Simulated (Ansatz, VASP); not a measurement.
RbBr: VASP beside Ansatz

```
Rb Br
1.0
     0.00000    3.05371    4.31794
     3.05371    0.00000    4.31794
     3.05371    3.05371    0.00000
Rb Br
1 1
Cartesian
  0.0000 0.0000 0.0000
  3.0537 3.0537 4.3179
```

Alike in both runs: task single point; functional PBE; k mesh 6 × 6 × 6; occupations gaussian, width 0.05 eV; no spin polarisation.

|  | VASP | Ansatz |
| --- | --- | --- |
| version | VASP 6.6.1 | Ansatz 0.2.0 |
| potentials or method | VASP PAW PBE potentials, release 64 (Rb_sv, Br) | scalar-relativistic, plane waves, PAW |
| plane-wave cutoff (eV) | 520 | 420 |
| valence electrons in the cell | 16 | 16 |

VASP gave:

* gap on the k mesh at the Fermi level (eV): 3.94
* least direct gap on the mesh (eV): 3.94
* pressure (GPa): 5.7
* largest component of the traceless stress (GPa): 6.57

Problem. Which values does Ansatz return?

Solution. gap on the k mesh at the Fermi level (eV): 3.94; least direct gap on the mesh (eV): 3.94; pressure (GPa): 5.6; largest component of the traceless stress (GPa): 6.50.

A hybrid or GW would open this gap; PBE tends to underestimate it.
